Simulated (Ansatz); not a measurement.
# Nb2C: the cost of one run

Computed with Ansatz 0.2.0 (DFT PBE, scalar-relativistic, plane waves, PAW, unless a step's input says otherwise).

## Step 1: The structure to begin with

Symmetry: P4/mmm, No. 123, tetragonal system. The conventional cell has a = 3.293 Å, b = 3.293 Å, c = 5.031 Å, α = 90.00°, β = 90.00°, γ = 90.00°. Nb (site symmetry 4/mmm) is surrounded by 4 C at 2.33 Å and 2 Nb at 2.52 Å. Nb (site symmetry 4/mmm) has 2 Nb at 2.52 Å as nearest neighbours. C (site symmetry 4/mmm) is surrounded by 4 Nb at 2.33 Å.

Structure file:

```
CELL_PARAMETERS angstrom
3.29273 0.00000 0.00000
0.00000 3.29273 0.00000
0.00000 0.00000 5.03121
ATOMIC_POSITIONS crystal
Nb 0.50000 0.50000 0.50000
Nb 0.50000 0.50000 0.00000
C 0.00000 0.00000 0.50000
```

Recipe of the guess: random cell by space group and Wyckoff sites (P4/mmm, No. 123). The dimensions are guesses.

## Step 2: Probe: one point on a coarse mesh

The input, input.yaml:

```yaml
crystal:
  lattice:
    - [3.29272934, 0.0, 0.0]
    - [0.0, 3.29272934, 0.0]
    - [0.0, 0.0, 5.03120738]
  atoms:
    - { symbol: Nb, position: [0.5, 0.5, 0.5] }
    - { symbol: Nb, position: [0.5, 0.5, 0.0] }
    - { symbol: C, position: [0.0, 0.0, 0.5] }
basis:
  ecutwfc: 420
kpoints:
  mp_grid: { grid: [6, 6, 4] }
hamiltonian:
  xc: pbe
scf:
  occupations: { method: gaussian, width: 0.1 }
  lower_state_search: "off"
output:
  forces: true
  stress: true
  eigenvalues: true
```

Run with:

```bash
> ansatz run input.yaml --threads 1 --pin off --max-ram 2560MiB --backend cpu --events-out ev --progress --plain --runs-dir out
```

Q: Estimate wall time and peak memory on 1 thread of Arm Neoverse V2, shared host.

About 1.4 s, with a peak of 0.31 GiB.
